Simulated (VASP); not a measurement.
Runs of VASP 6.6.1 on Ga11P12 (a cell with a defect). The cell holds a defect, 23 atoms: a = 11.562 Å, b = 7.708 Å, c = 7.708 Å, α = 60.00°, β = 60.00°, γ = 60.00°. 

```csv
task,level,potentials or basis,fixed moment (μB),cell,k mesh,grid for exact exchange (PRECFOCK),screening parameter,mesh quality,pressure (GPa),moment (μB),largest force (eV/Å)
single point,LDA,"VASP PAW LDA potentials, release 64 (Ga_d, P)",1,as given,2 × 2 × 2,-,-,coarse,(b),1.00,0.10
single point,HSE06,"VASP PAW PBE potentials, release 64 (Ga_d, P)",1,as given,2 × 2 × 2,Fast,0.2 1/A,coarse,(a),1.00,0.30
relaxation of the atoms,PBEsol,"VASP PAW PBE potentials, release 64 (Ga_d, P)",1,"atoms relaxed from: atoms moved at random, drawn with an rms of 0.05 Å",2 × 2 × 2,-,-,coarse,-2.1,1.00,0.03
single point,PBEsol,"VASP PAW PBE potentials, release 64 (Ga_d, P)",-,as given,2 × 2 × 2,-,-,coarse,-2.1,0.25,(c)
single point,PBEsol,"VASP PAW PBE potentials, release 64 (Ga_d, P)",3,as given,2 × 2 × 2,-,-,coarse,-1.8,3.00,0.31
single point,PBEsol,"VASP PAW PBE potentials, release 64 (Ga_d, P)",1,as given,2 × 3 × 3,-,-,not flagged,-2.3,1.00,0.09
```

Alike in all rows: spin collinear, ferromagnetic start; cutoff (eV) 350; smearing gaussian 0.03 eV.

Problem. Estimate the missing entries.

Solution. (a) -1.5; (b) -4.0; (c) 0.12.

Caveats: some runs use coarse meshes; the cutoff is under 1.25 times the usual one of these potentials, so pressure, stress and relaxed cells hold a basis-set (Pulay) error; the total moment is fixed, so each spin has its own Fermi level (some runs); the PAW data sets were made with another functional, which shifts forces and pressure a little (some runs).
